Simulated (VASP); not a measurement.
Wanted: the native input for a VASP 6.6.1 run.

```
Task                   : single point
Functional             : PBE
Potentials or basis    : VASP PAW PBE potentials, release 64 (Tm)
Cutoff                 : 520 eV
k mesh                 : 10 × 10 × 10
Occupations            : fermi-dirac, width 0.05 eV
Spin                   : collinear spin, typed start
Starting moments       : [2.0] μB
Dipole correction      : no
Further INCAR settings : ALGO = Normal; EDIFF = 1e-07; NBANDS = 22
```

The structure of Tm lies in POSCAR:

```
Tm
1.0
   -1.9836003273      1.9836003273      1.9836003273
    1.9836003273     -1.9836003273      1.9836003273
    1.9836003273      1.9836003273     -1.9836003273
Tm
1
Direct
    0.0000000000      0.0000000000      0.0000000000
```

This isn't the form of Tm at room conditions, which is hcp.

The cell isn't the ideal one: volume scaled by 1.02.

One way to write it, as run:

INCAR

```
SYSTEM = Tm
PREC = Accurate
ENCUT = 520
EDIFF = 1E-7
ISMEAR = -1
SIGMA = 0.05
LREAL = .FALSE.
LASPH = .TRUE.
NELM = 150
ALGO = Normal
ISIF = 2
LWAVE = .FALSE.
LCHARG = .FALSE.
ISPIN = 2
MAGMOM = 2
LORBIT = 11
LMAXMIX = 6
GGA = PE
NBANDS = 22
```

KPOINTS

```
regular mesh
0
G
  10 10 10
  0 0 0
```

Potentials or basis: VASP PAW PBE potentials, release 64 (Tm).

Command:

```bash
$ cat potpaw_PBE.64/Tm/POTCAR > POTCAR
$ mpirun -np 1 vasp_std > vasp.out
```

Results of the run:

```
Pressure                                              : 2.2 GPa
Band gap on the k mesh                                : none (metal or under the smearing width)
Net moment                                            : 1.13 μB per cell
Site moments                                          : Tm +1.22 μB
Valence electrons inside the program's atomic spheres : Tm 21.05
```

Caveat: the magnetic or orbital state may not be the lowest; spin-orbit coupling is left out, which moves the levels of the heavy elements.

Run time: 4.5 min on 1 thread of AMD EPYC 7R43 64-Core Processor (Zen 3), on a shared host, peak memory 0.18 GiB.
